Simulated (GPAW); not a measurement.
Runs of GPAW 26.7.0 on V. The structure is hexagonal, space group P6_3/mmc (No. 194). The conventional cell has a = 2.604 Å, b = 2.604 Å, c = 4.723 Å, α = 90.00°, β = 90.00°, γ = 120.00°. Around V (site symmetry -6m2) lie 12 V at 2.60 to 2.80 Å. This isn't the form of V at room conditions, which is bcc.

```tsv
task	level	potentials or basis	U	k mesh	cutoff (eV)	maxiter	band path	band points	convergence	gap on the mesh (eV)	pressure (GPa)	moment (μB)
band structure	PBEsol+U	PAW data sets generated in the run's folder for this functional, pw	V d U = 1 eV	9 × 9 × 4	600	150	GMKGALHA,LM,KH	80	-	-	-3.9	0.00
band structure	LDA	the program's PAW data sets (release 1.2.1) made for this functional, pw	-	8 × 8 × 4	600	150	GMKGALHA,LM,KH	80	-	-	-11.8	0.00
single point	LDA	the program's PAW data sets (release 1.2.1) made for this functional, pw	-	9 × 9 × 5	450	120	-	-	default	none	-12.5	0.00
band structure	PBEsol+U	PAW data sets generated in the run's folder for this functional, pw	V d U = 3 eV	9 × 9 × 4	600	150	GMKGALHA,LM,KH	80	-	-	7.5	(b)
band structure	PBEsol+U	PAW data sets generated in the run's folder for this functional, pw	V d U = 6 eV	9 × 9 × 4	600	150	GMKGALHA,LM,KH	80	-	-	44.5	5.98
single point	PBEsol	PAW data sets generated in the run's folder for this functional, pw	-	12 × 12 × 6	600	150	-	-	-	none	-5.9	0.00
band structure	PBEsol	PAW data sets generated in the run's folder for this functional, pw	-	9 × 9 × 4	600	150	GMKGALHA,LM,KH	80	-	-	(a)	0.00
band structure	PBEsol	PAW data sets generated in the run's folder for this functional, pw	-	8 × 8 × 4	600	150	GMKGALHA,LM,KH	80	-	-	-5.5	0.00
```

Alike in all rows: spin collinear, ferromagnetic start; cell as given; smearing fermi-dirac 0.05 eV.

**Question.** Estimate the missing entries.

**Answer.** (a) -5.8; (b) 2.21.

Caveats: the U is typed as a test and isn't derived for this compound (some runs); the cutoff is short for stress and forces, so pressures can be off by a GPa or more (some runs); a pressure of tens of GPa on the cell as given is suspect, and the run, the potentials or the cell itself is likely at fault (some runs).

A k mesh can miss the band edges.

A gap of «none» marks a metal or a gap under the smearing width.

Not every run made on this cell is shown here.
